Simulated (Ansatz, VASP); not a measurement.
# One calculation of Au, two programs

File INCAR:

```
SYSTEM = Au
PREC = Accurate
ENCUT = 520
EDIFF = 1E-6
ISMEAR = 0
SIGMA = 0.15
LREAL = .False.
LASPH = .True.
NELM = 100
ALGO = Normal
ISIF = 2
LWAVE = .False.
LCHARG = .False.
GGA = PS
NBANDS = 12
```

File KPOINTS:

```
regular mesh
0
Gamma
  20 20 20
  0 0 0
```

The input POSCAR:

```
Au
1.0
   -1.7235597600      1.7235597600      1.7235597600
    1.7235597600     -1.7235597600      1.7235597600
    1.7235597600      1.7235597600     -1.7235597600
Au
1
Direct
    0.0000000000      0.0000000000      0.0000000000
```

Input for Ansatz:

```yaml
crystal:
  lattice:
    - [-1.72355976, 1.72355976, 1.72355976]
    - [1.72355976, -1.72355976, 1.72355976]
    - [1.72355976, 1.72355976, -1.72355976]
  atoms:
    - { symbol: Au, position: [0.0, 0.0, 0.0] }
basis:
  ecutwfc: 420
kpoints:
  mp_grid: { grid: [20, 20, 20] }
hamiltonian:
  xc: pbesol
scf:
  occupations: { method: gaussian, width: 0.15 }
output:
  forces: true
  stress: true
  eigenvalues: true
```

Change from the starting cell: strain +0.040 along x and y, +0.040 along z, atoms carried along.

Alike in both runs: task single point; functional PBEsol; k mesh 20 × 20 × 20; occupations gaussian, width 0.15 eV; no spin polarisation.

|  | VASP | Ansatz |
| --- | --- | --- |
| version | VASP 6.6.1 | Ansatz 0.2.0 |
| potentials or method | VASP PAW PBE potentials, release 64 (Au) | scalar-relativistic, plane waves, PAW |
| plane-wave cutoff (eV) | 520 | 420 |
| valence electrons in the cell | 11 | 19 |

|  | VASP | Ansatz | Ansatz less VASP |
| --- | --- | --- | --- |
| gap on the k mesh at the Fermi level (eV) | none | none | - |
| pressure (GPa) | -18.4 | -18.3 | +0.09 |

A gap of «none» marks a metal or a gap that the smearing closes. With one functional, cell and mesh, what is left measures potentials, basis and numerics. The two sets of potentials don't hold the same shells in valence.

Caveats: so large a pressure means that the cell lies far from this level's equilibrium, or that cutoff or potentials fall short (VASP); the potentials were made for another functional, which shifts forces and pressure (VASP). The runs have no spin-orbit coupling, so splittings on Au are missing.
